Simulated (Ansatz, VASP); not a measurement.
Given: the input of a run of Ansatz 0.2.0 on MnSb.

Contents of input.yaml:

```yaml
crystal:
  lattice:
    - [0.0, 2.795016, 2.795016]
    - [2.795016, 0.0, 2.795016]
    - [2.795016, 2.795016, 0.0]
  atoms:
    - { symbol: Sb, position: [0.516716, 0.491874, 0.494844] }
    - { symbol: Mn, position: [-0.010164, 0.014433, -0.002558], spin: 4.0 }
hamiltonian:
  xc: pbe
  pseudopotentials: { kind: paw }
magnetization:
  spin_polarized: true
kpoints:
  mp_grid: { grid: [8, 8, 8] }
scf:
  occupations: { method: fermi_dirac, width: 0.05 }
output:
  forces: true
  stress: true
  eigenvalues: true
```

Potentials or basis: Ansatz PAW.

Run with:

```bash
$ ansatz run input.yaml --threads 2 --pin off --max-ram 5120MiB --backend cpu --events-out ev --progress --plain --runs-dir out
```

Question: Translate it to VASP 6.6.1. Potentials there: VASP PAW PBE potentials, release 64 (Sb, Mn_pv).

Answer: As run (the cutoff follows the program's own potentials):

Contents of INCAR:

```
SYSTEM = MnSb
  PREC = Accurate
  ENCUT = 520
  EDIFF = 1E-7
  ISMEAR = -1
  SIGMA = 0.05
  LREAL = .FALSE.
  LASPH = .TRUE.
  NELM = 120
  ALGO = Normal
  ISIF = 2
  LWAVE = .FALSE.
  LCHARG = .FALSE.
  ISPIN = 2
  MAGMOM = 0 4
  LORBIT = 11
  LMAXMIX = 4
  GGA = PE
  NBANDS = 20
```

The input KPOINTS:

```
Automatic mesh
0
G
  8 8 8
  0 0 0
```

Contents of POSCAR:

```
MnSb
1.0
    0.0000000000      2.7950160000      2.7950160000
    2.7950160000      0.0000000000      2.7950160000
    2.7950160000      2.7950160000      0.0000000000
Sb Mn
1 1
Direct
    0.5167160000      0.4918740000      0.4948440000
   -0.0101640000      0.0144330000     -0.0025580000
```

Potentials or basis: VASP PAW PBE potentials, release 64 (Sb, Mn_pv).

Launch:

```console
$ cat potpaw_PBE.64/Sb/POTCAR potpaw_PBE.64/Mn_pv/POTCAR > POTCAR
$ mpirun -np 1 vasp_std > vasp.out
```

Both were run:

|  | VASP | Ansatz | Ansatz less VASP |
| --- | --- | --- | --- |
| gap on the k mesh at the Fermi level (eV) | none | none | - |
| pressure (GPa) | -0.1 | -0.1 | +0.02 |
| largest component of the traceless stress (GPa) | 0.33 | 0.33 | +0.004 |
| rms of the force components (eV/Å) | 0.241 | 0.241 | +0.0003 |
| net moment per atom (μB) | 1.92 | 1.92 | +0.002 |
| size of the moment on the site where the two differ most (μB) | 0.10 | 0.09 | -0.013 |

Site moments also hang on the region over which each program counts them. Atom by atom the forces differ by 0.000 eV/Å (rms over components). A gap of «none» marks a metal or a gap that the smearing closes. With one functional, cell and mesh, what is left measures potentials, basis and numerics. The two sets of potentials don't hold the same shells in valence.

Caveats: a cell with one magnetic atom can't hold antiferromagnetic order, which such compounds often take. Spin-orbit coupling is left out, which matters for the levels of Sb.
